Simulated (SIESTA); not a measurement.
Crystal: TaN.

```xyz
2
Lattice="0.0000 2.2113 2.2113 2.2113 0.0000 2.2113 2.2113 2.2113 0.0000" Properties=species:S:1:pos:R:3 pbc="T T T"
Ta    2.2113    2.2113    2.2113
N     0.0000    0.0000    0.0000
```

The cell comes from a database or a generator and needn't be the stable form of this composition.

Program: SIESTA 5.4.2. Alike in all runs: task band structure; cell as given; smearing fermi-dirac 0.05 eV; grid cutoff 800 Ry.

Problem. Order these runs on this cell by their pressure, lowest first.
A. level PBE; potentials or basis PseudoDojo 0.4 standard (PBE files, fully relativistic), TZP (energy shift 0.002 Ry); spin non-collinear, zero start, SOC; k mesh 8 × 8 × 8; energy shift 0.002 Ry
B. level PBE; potentials or basis PseudoDojo 0.4 standard (PBE files), SZ (energy shift 0.002 Ry); spin off; k mesh 10 × 10 × 10; energy shift 0.002 Ry
C. level AM05; potentials or basis PseudoDojo 0.4 standard (PBEsol files), DZP (energy shift 0.002 Ry); spin off; k mesh 10 × 10 × 10; energy shift 0.002 Ry
D. level LDA; potentials or basis PseudoDojo 0.4 standard (LDA files), DZP (energy shift 0.003 Ry; two zetas on semicore shells); spin off; k mesh 10 × 10 × 10; energy shift 0.003 Ry
E. level PBE; potentials or basis PseudoDojo 0.4 standard (PBE files), DZP (energy shift 0.002 Ry); spin off; k mesh 10 × 10 × 10; energy shift 0.002 Ry

Solution. D (-12.5 GPa), C (-4.4 GPa), A (-1.0 GPa), B (5.1 GPa), E (6.7 GPa).

Caveats: the basis of atomic orbitals isn't converged, which shifts pressures, moduli and gaps; semicore shells carry a single zeta, which can move pressures by several GPa and volumes by a few percent (some runs); short orbitals over semicore shells can move pressures by several GPa (some runs); the basis has no polarisation orbitals (some runs); the potentials were made for another functional, which shifts forces and pressure (some runs).

Not every run made on this cell is shown here.
